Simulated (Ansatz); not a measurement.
**P: energy along a strain**

P, R-3m, a = 3.428 Å, c = 8.757 Å (as given, not relaxed at this level: -0.1 GPa, forces to 0.03 eV/Å). This isn't the element's structure at ambient conditions. Ansatz: PBE+D3(BJ), PAW, 420 eV, Γ-centred 24×24×24 mesh on 2 atoms, Gaussian smearing 0.15 eV; no spin polarisation. Cell vectors (Å): 1.714 0.989 2.919; -1.714 0.989 2.919; 0.000 -1.979 2.919. The cell is strained by x per cent times the pattern (1 0 0 0 0 0) in the order xx yy zz yz xz xy (engineering shears), with fractional coordinates held. y is the free energy over the start, V0 = 14.850 Å³/atom.

```tsv
x (%)	y (meV/atom)
-4.00	?
-2.00	4.12
0.00	0.00
1.00	1.06
3.00	8.89
4.00	15.59
```

Problem. Fit y = c1 x + c2 x² + c3 x³ to the other rows, get the stiffness along the pattern, and predict the missing energy.

Solution. Least squares on the rows shown. y = 0.029808 x + 1.0184 x² − 0.012958 x³. The clamped-ion stiffness p·C·p = 2 × 10.18 eV × 160.2 / 14.850 Å³ = 220 GPa, which is C11 in these axes (second derivative at the start, which stands under stress). At x = -4.00 the fit asked for gives 17.00 meV/atom. The run gave 17.53 meV/atom, so the fit is 0.53 meV/atom too low, 3 % of the span of the series, against an rms of 0.01 meV/atom on the fitted rows. The row lies outside the fitted range. With a term in x⁴ added, a fit to the same known rows (none to spare) predicts 17.82 meV/atom, a smaller miss on the other side.